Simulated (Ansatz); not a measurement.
The system is TiAl3.

```
Ti Al
1.0
    -1.91111    1.91111    4.28067
     1.91111   -1.91111    4.28067
     1.91111    1.91111   -4.28067
Ti Al
1 3
Direct
  0.00000 0.00000 0.00000
  0.25000 0.75000 0.50000
  0.75000 0.25000 0.50000
  0.50000 0.50000 0.00000
```

The cell comes from a database or a generator and needn't be the stable form of this composition.

```yaml
Program: Ansatz 0.2.0
Task: relaxation of cell and atoms
Functional: RPBE
Potentials_or_basis: Ansatz PAW
Cutoff: "420 eV (not typed: the program's choice for these potentials)"
k_mesh: 10 × 10 × 10
Occupations: fermi-dirac, width 0.05 eV
Spin: no spin polarisation
```

At the start: volume 15.63 Å³/atom.

Q: How do energy, volume and symmetry change on relaxing?

A: It ends after 5 steps and the volume is 16.28 Å³/atom (+4.1 %); space group I4/mmm (No. 139, to 0.05 Å).

Step by step:
```csv
step,energy change (eV),largest force (eV/Å),volume (Å³)
1,0.0000,0.0000,62.54
2,-0.0276,0.0000,66.10
3,-0.0337,0.0000,65.17
4,-0.0337,0.0000,65.11
5,-0.0349,0.0000,65.11
```

Final structure:
```
Ti Al
1.0
    -1.93767    1.93767    4.33541
     1.93767   -1.93767    4.33541
     1.93767    1.93767   -4.33541
Ti Al
1 3
Direct
  0.00000 0.00000 0.00000
  0.25000 0.75000 0.50000
  0.75000 0.25000 0.50000
  0.50000 0.50000 0.00000
```

Caveat: the plane-wave basis is chosen anew once the cell has moved, so the energies of steps on either side of that aren't comparable; the PAW data sets come from PBE, with cores solved anew for the run's functional, which leaves a small shift of forces and pressure.
